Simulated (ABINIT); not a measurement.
Crystal: BN.

```
CELL_PARAMETERS angstrom
0.00000 1.81300 1.81300
1.81300 0.00000 1.81300
1.81300 1.81300 0.00000
ATOMIC_POSITIONS crystal
N 0.25000 0.25000 0.25000
B 0.00000 0.00000 0.00000
```

The cell is a database's computed one.

Base run:

* Program: ABINIT 10.8.3 (patched build)
* Functional: r2SCAN
* Potentials or basis: JTH PAW PBE v2.0
* Cutoff: 844 eV
* k mesh: 13 × 13 × 13
* Occupations: fermi-dirac, width 0.05 eV
* Spin: no spin polarisation

Its results: band gap on the k mesh 5.02 eV, indirect (least direct gap 9.46 eV); pressure -2.6 GPa.

Q: After a change of settings the same cell gave: band gap on the k mesh 5.06 eV, indirect (least direct gap 9.53 eV); pressure -4.0 GPa. Which change was it?
A. potentials or basis from JTH PAW PBE v2.0 to PseudoDojo NC SR PBE v0.4.1 standard; cutoff from 844 eV to 1361 eV
B. potentials or basis from JTH PAW PBE v2.0 to Ansatz NC r2SCAN; cutoff from 844 eV to 1497 eV
C. potentials or basis from JTH PAW PBE v2.0 to Ansatz PAW PBE default generated set, frozen core; cutoff from 844 eV to 517 eV; fine-grid cutoff from 1442.2 eV to 1034.03 eV
D. potentials or basis from JTH PAW PBE v2.0 to SG15 NC PBE v1.2; cutoff from 844 eV to 1306 eV

A: B.

Caveats: the PAW data sets were made with another functional, which shifts forces and pressure a little (some runs).
